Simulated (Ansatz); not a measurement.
## A sublattice moved along a line in LiF

These are results of DFT r2SCAN, scalar-relativistic, plane waves, PAW (Ansatz 0.2.0), not measurements. The runs took a 500 eV cutoff, a Γ-centred 10×10×10 mesh and Gaussian smearing (0.05 eV). No spin polarisation. Energies are free energies at this smearing, counted from the undisturbed cell; pressure is positive in compression.

Reference structure (as given, not relaxed at this level; it stands at -2.1 GPa):

```
Li F
1.0
     0.00000    2.01400    2.01400
     2.01400    0.00000    2.01400
     2.01400    2.01400    0.00000
Li F
1 1
Direct
  0.00000 0.00000 0.00000
  0.50000 0.50000 0.50000
```

Every Li atom is moved by x along the Cartesian unit vector (0.000, -0.707, -0.707); the cell and all other atoms stay fixed.

```
  x (Å)  ΔE (meV/cell) force along x on the moved atoms (eV/Å) pressure (GPa) gap on the mesh (eV)
-0.1000            8.2                                        ?               ?                 10.04
-0.0500            2.0                                     0.08               ?                     ?
 0.0000            0.0                                     0.00            -2.1                 10.06
 0.0125            0.1                                    -0.02            -2.1                 10.06
 0.0250            0.5                                    -0.04            -2.0                 10.06
 0.0375            1.1                                    -0.06            -2.0                 10.06
 0.0625            3.2                                    -0.10            -1.9                 10.05
 0.0750            4.6                                    -0.12            -1.8                 10.05
 0.0875            6.3                                    -0.14            -1.7                 10.05
```

By symmetry 0.1000 repeats -0.1000, -0.0750 repeats 0.0750, 0.0500 repeats -0.0500, -0.0250 repeats 0.0250 in energy, with the opposite slope along the path.

Question: Give the withheld values.

Answer: force along x on the moved atoms (eV/Å) at x (Å) = -0.1000: 0.17; pressure (GPa) at x (Å) = -0.1000: -1.7; pressure (GPa) at x (Å) = -0.0500: -2.0; gap on the mesh (eV) at x (Å) = -0.0500: 10.06.